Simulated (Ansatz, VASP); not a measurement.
## GaAs: VASP beside Ansatz

The input INCAR:

```
SYSTEM = GaAs
PREC     = Accurate       ! precision mode
ENCUT    = 520            ! plane-wave cutoff, eV
EDIFF    = 1E-6           ! SCF threshold, eV
ISMEAR   = 0              ! smearing method
SIGMA    = 0.01           ! smearing width, eV
LREAL    = .FALSE.        ! projectors in reciprocal space
LASPH    = .TRUE.         ! aspherical terms in the spheres
NELM     = 80             ! most SCF steps
ALGO     = Normal         ! electronic algorithm
ISIF     = 2              ! what is computed and relaxed
LWAVE    = .FALSE.        ! write WAVECAR
LCHARG   = .FALSE.        ! write CHGCAR
GGA      = PS             ! functional
NBANDS   = 16             ! bands
```

Contents of KPOINTS:

```
regular mesh
0
G
  6 6 6
  0 0 0
```

POSCAR

```
GaAs
1.0
    0.0000000000      2.8268500000      2.8268500000
    2.8268500000      0.0000000000      2.8268500000
    2.8268500000      2.8268500000      0.0000000000
Ga As
1 1
Direct
    0.0000000000      0.0000000000      0.0000000000
    0.2500000000      0.2500000000      0.2500000000
```

Input for Ansatz:

```yaml
crystal:
  lattice:
    - [0.0, 2.82685, 2.82685]
    - [2.82685, 0.0, 2.82685]
    - [2.82685, 2.82685, 0.0]
  atoms:
    - { symbol: Ga, position: [0.0, 0.0, 0.0] }
    - { symbol: As, position: [0.25, 0.25, 0.25] }
kpoints:
  mp_grid:
    grid: [6, 6, 6]
hamiltonian:
  xc: pbesol
  pseudopotentials:
    kind: paw
scf:
  convergence:
    dr2_threshold: 1.0e-10
  occupations:
    method: fixed
output:
  forces: true
  stress: true
```

Alike in both runs: task single point; functional PBEsol; k mesh 6 × 6 × 6; no spin polarisation.

```csv
,VASP,Ansatz
version,VASP 6.6.1,Ansatz 0.2.0
potentials or method,"VASP PAW PBE potentials, release 64 (Ga_d, As)","plane waves, PAW"
plane-wave cutoff (eV),520,420
occupations,"gaussian, width 0.01 eV",fixed
valence electrons in the cell,18,28
```

|  | VASP | Ansatz | Ansatz less VASP |
| --- | --- | --- | --- |
| pressure (GPa) | 0.3 | 0.2 | -0.16 |

The two sets of potentials don't hold the same shells in valence.

Caveats: the PAW data sets were made with another functional, which shifts forces and pressure a little (VASP).
